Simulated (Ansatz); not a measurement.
# Li2Se: the cost of one run

Method: DFT r²SCAN, frozen-core PAW, scalar-relativistic unless said, in Ansatz 0.2.0.

### Step 1. The system as given

Symmetry: Fm-3m, No. 225, cubic system. Conventional cell: a = 6.005 Å, b = 6.005 Å, c = 6.005 Å, α = 90.00°, β = 90.00°, γ = 90.00°. Li (site symmetry -43m) has 4 Se at 2.60 Å as nearest neighbours. Se (site symmetry m-3m) has 8 Li at 2.60 Å as nearest neighbours.

Structure file:

```
Li Se
1.0
     3.00250    3.00250    0.00000
    -3.00250    3.00250    0.00000
     0.00000    3.00250    3.00250
Li Se
2 1
Direct
  0.25000 0.75000 0.50000
  0.75000 0.25000 0.50000
  0.00000 0.00000 0.00000
```

Cartesian axes are those of the input's lattice vectors. The structure goes back to a database entry.

### Step 2. Cell and atoms relaxed, PAW

input.yaml

```yaml
crystal:
  lattice:
    - [3.0025, 3.0025, 0.0]
    - [-3.0025, 3.0025, 0.0]
    - [0.0, 3.0025, 3.0025]
  atoms:
    - { symbol: Li, position: [0.25, 0.75, 0.5] }
    - { symbol: Li, position: [0.75, 0.25, 0.5] }
    - { symbol: Se, position: [0.0, 0.0, 0.0] }
kpoints:
  mp_grid: { grid: [12, 12, 12] }
scf:
  occupations: { method: fermi_dirac, width: 0.1 }
hamiltonian:
  xc: r2scan
  pseudopotentials: { kind: paw }
relax:
  f_tol: 0.002
  max_steps: 80
  cell: {}
output:
  forces: true
  stress: true
  write_density: true
  write_potential: true
  elf: true
  volumetric_format: npy
```

Launch:

```bash
$ ansatz run input.yaml --threads 1 --pin off --max-ram 3072MiB --backend cpu --events-out ev --progress --plain --runs-dir out
```

What time and memory should one allow on 1 thread of Arm Neoverse V2, shared host?

About 19 s, with a peak of 0.52 GiB.
